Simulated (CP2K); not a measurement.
The system is Ti.

```
CELL_PARAMETERS angstrom
4.56737 0.00000 0.00000
-2.28369 3.95546 0.00000
0.00000 0.00000 2.82624
ATOMIC_POSITIONS crystal
Ti 0.66667 0.33333 0.50000
Ti 0.33333 0.66667 0.50000
Ti 0.00000 0.00000 0.00000
```

This isn't the form of Ti at room conditions, which is hcp.

Base run:

* Program: CP2K 2026.2
* Functional: RPBE
* Potentials or basis: POTENTIAL_UZH Ti GTH-PBE-q12; TZVP-MOLOPT-PBE-GTH basis
* Density cutoff: 9184 eV
* k mesh: 7 × 7 × 9
* Occupations: fermi-dirac, width 0.05 eV
* Spin: no spin polarisation

Its results: band gap on the k mesh none (metal or under the smearing width); pressure 4.0 GPa.

Q: After a change of settings the same cell gave: band gap on the k mesh none (metal or under the smearing width); pressure -1.3 GPa. Which change was it?
A. functional from RPBE to PBEsol
B. functional from RPBE to LDA
C. functional from RPBE to TPSS
D. functional from RPBE to HLE16

A: C.

Caveats: the potentials were made for another functional, which shifts forces and pressure; the basis of atomic orbitals isn't converged, which shifts pressures, moduli and gaps.

Runs at the PBE level aren't shown here.
